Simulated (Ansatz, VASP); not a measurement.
**CeO2: VASP beside Ansatz**

The input INCAR:

```
SYSTEM = CeO2
PREC = Accurate
ENCUT = 520
EDIFF = 1E-6
ISMEAR = 0
SIGMA = 0.05
LREAL = .False.
LASPH = .True.
NELM = 150
ALGO = Normal
ISIF = 2
LWAVE = .False.
LCHARG = .False.
LMAXMIX = 6
LDAU = .True.
LDAUTYPE = 2
LDAUL = 3 -1
LDAUU = 5 0
LDAUJ = 0 0
LDAUPRINT = 1
GGA = PE
NBANDS = 19
```

KPOINTS

```
Automatic mesh
0
Gamma
  12 12 12
  0 0 0
```

POSCAR

```
CeO2
1.0
    0.0000000000      2.7359129702      2.7359129702
    2.7359129702      0.0000000000      2.7359129702
    2.7359129702      2.7359129702      0.0000000000
Ce O
1 2
Direct
    0.0000000000      0.0000000000      0.0000000000
    0.2500000000      0.2500000000      0.2500000000
    0.7500000000      0.7500000000      0.7500000000
```

Input for Ansatz:

```yaml
crystal:
  lattice:
    - [0.0, 2.7359129702, 2.7359129702]
    - [2.7359129702, 0.0, 2.7359129702]
    - [2.7359129702, 2.7359129702, 0.0]
  atoms:
    - { symbol: Ce, position: [0.0, 0.0, 0.0] }
    - { symbol: O, position: [0.25, 0.25, 0.25] }
    - { symbol: O, position: [0.75, 0.75, 0.75] }
basis:
  ecutwfc: 420
  ecutrho_ratio: 4
kpoints:
  mp_grid: { grid: [12, 12, 12] }
  band_path:
    path:
      - [[0.0, 0.0, 0.0], [0.5, 0.0, 0.5], [0.625, 0.25, 0.625]]
      - [[0.375, 0.375, 0.75], [0.0, 0.0, 0.0], [0.5, 0.5, 0.5], [0.5, 0.25, 0.75], [0.5, 0.0, 0.5]]
    npoints: 14
hamiltonian:
  xc: pbe
  hubbard: { sites: [{ species: Ce, l: f, u_eff: 5.0 }] }
scf:
  occupations: { method: gaussian, width: 0.05 }
  n_extra_bands: 19
output:
  forces: true
  stress: true
  eigenvalues: true
  populations: true
  hubbard: { sites: [{ species: Ce, l: f }] }
  dos: { projected: true, de: 0.02, nscf_kmesh: { grid: [18, 18, 18] } }
  bader: true
```

Alike in both runs: task single point; functional PBE; k mesh 12 × 12 × 12; occupations gaussian, width 0.05 eV; no spin polarisation; Hubbard terms Ce f U = 5.0 eV.

```csv
,VASP,Ansatz
version,VASP 6.6.1,Ansatz 0.2.0
potentials or method,"VASP PAW PBE potentials, release 64 (Ce, O)","scalar-relativistic, plane waves, PAW"
plane-wave cutoff (eV),520,420
valence electrons in the cell,24,24
```

Ansatz gave:

```
gap on the k mesh at the Fermi level (eV) : 2.27
least direct gap on the mesh (eV)         : 2.42
pressure (GPa)                            : 0.0
```

Q: Which values does VASP return?

A: gap on the k mesh at the Fermi level (eV): 2.30; least direct gap on the mesh (eV): 2.50; pressure (GPa): 3.0.

The programs project onto different local orbitals, so the same U acts differently.

Caveats: spin-orbit coupling is left out, which moves the levels of the heavy elements. A k mesh can miss the band edges. Spin polarisation is off, so any magnetic state and its effect on volume and gap are missing.
